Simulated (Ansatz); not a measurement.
Crystal: Sn.

```
Sn
1.0
    -1.72654    1.77555    2.33834
     1.72654   -1.77555    2.33834
     1.72654    1.77555   -2.33834
Sn
1
Direct
  0.00000 0.00000 0.00000
```

This isn't the form of Sn at room conditions, which is tetragonal (white tin).

| Quantity | Value |
| --- | --- |
| Program | Ansatz 0.2.0 |
| Task | relaxation of cell and atoms |
| Functional | PBEsol0 |
| Potentials or basis | Ansatz PAW |
| Cutoff | 420 eV (not typed: the program's choice for these potentials) |
| k mesh | 6 × 6 × 6 |
| Occupations | fermi-dirac, width 0.05 eV |
| Spin | no spin polarisation |

At the start: volume 28.67 Å³/atom.

Where does the relaxation end?

It ends after 15 steps and the volume is 25.88 Å³/atom (-9.7 %); space group I4/mmm (No. 139, to 0.05 Å).

Step by step:
| step | energy change (eV) | largest force (eV/Å) | volume (Å³) |
| --- | --- | --- | --- |
| 1 | 0.0000 | 0.0000 | 28.67 |
| 2 | -0.0626 | 0.0000 | 26.84 |
| 3 | -0.0824 | 0.0000 | 25.89 |
| 4 | -0.0849 | 0.0000 | 26.55 |
| 5 | -0.0931 | 0.0000 | 26.40 |
| 6 | -0.1049 | 0.0000 | 26.28 |
| 7 | -0.1098 | 0.0000 | 25.98 |
| 8 | -0.1130 | 0.0000 | 26.79 |
| 9 | -0.1625 | 0.0000 | 26.02 |
| 10 | -0.1878 | 0.0000 | 25.12 |
| 11 | -0.1948 | 0.0000 | 25.86 |
| 12 | -0.1950 | 0.0000 | 25.87 |
| 13 | -0.1950 | 0.0000 | 25.88 |
| 14 | -0.1950 | 0.0000 | 25.88 |
| 15 | -0.1950 | 0.0000 | 25.88 |

Final structure:
```xyz
1
Lattice="-1.8381 1.9018 1.8509 1.8381 -1.9018 1.8509 1.8381 1.9018 -1.8509" Properties=species:S:1:pos:R:3 pbc="T T T"
Sn    0.0000    0.0000    0.0000
```

Caveat: the k mesh is coarse (spacing up to 0.42 Å⁻¹), so the values aren't converged, least of all with exact exchange; the plane-wave basis is chosen anew once the cell has moved, so the energies of steps on either side of that aren't comparable; the PAW data sets come from PBE, with cores solved anew for the run's functional, which leaves a small shift of forces and pressure.
